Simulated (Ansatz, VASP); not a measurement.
BeS in VASP and in Ansatz

INCAR

```
SYSTEM = BeS
  ALGO = Normal
  EDIFF = 1E-7
  ENCUT = 520
  GGA = PE
  ISIF = 2
  ISMEAR = -1
  LASPH = .True.
  LCHARG = .False.
  LREAL = .False.
  LWAVE = .False.
  NBANDS = 11
  NELM = 80
  PREC = Accurate
  SIGMA = 0.05
```

File KPOINTS:

```
k-points
0
Gamma
  9 9 9
  0 0 0
```

Contents of POSCAR:

```
BeS
1.0
    0.0000000000      2.3922257121      2.3922257121
    2.3922257121      0.0000000000      2.3922257121
    2.3922257121      2.3922257121      0.0000000000
S Be
1 1
Direct
    0.7500000000      0.7500000000      0.7500000000
    0.0000000000      0.0000000000      0.0000000000
```

Contents of input.yaml:

```yaml
crystal:
  lattice:
    - [0.0, 2.3922257121, 2.3922257121]
    - [2.3922257121, 0.0, 2.3922257121]
    - [2.3922257121, 2.3922257121, 0.0]
  atoms:
    - { symbol: S, position: [0.75, 0.75, 0.75] }
    - { symbol: Be, position: [0.0, 0.0, 0.0] }
hamiltonian:
  xc: pbe
  pseudopotentials: { kind: paw }
kpoints:
  mp_grid: { grid: [9, 9, 9] }
scf:
  occupations: { method: fermi_dirac, width: 0.05 }
output:
  forces: true
  stress: true
  eigenvalues: true
  write_density: true
  write_potential: true
  elf: true
  volumetric_format: npy
```

Change from the starting cell: volume scaled by 0.96.

Alike in both runs: task single point; functional PBE; k mesh 9 × 9 × 9; occupations fermi-dirac, width 0.05 eV; no spin polarisation.

```csv
,VASP,Ansatz
version,VASP 6.6.1,Ansatz 0.2.0
potentials or method,"VASP PAW PBE potentials, release 64 (S, Be)",Ansatz PAW
plane-wave cutoff (eV),520,420
valence electrons in the cell,8,8
```

Ansatz gave:

| Item | Value |
| --- | --- |
| gap on the k mesh at the Fermi level (eV) | 3.11 |
| least direct gap on the mesh (eV) | 5.63 |
| pressure (GPa) | 5.9 |

Problem. Which values does VASP return?

Solution. gap on the k mesh at the Fermi level (eV): 3.11; least direct gap on the mesh (eV): 5.65; pressure (GPa): 5.9.

Caveats: an odd mesh through Γ misses points on the zone boundary, where band edges often lie (VASP); odd divisions of the mesh miss points on the zone boundary, where band edges often lie, so the gap on the mesh can be too wide (Ansatz).
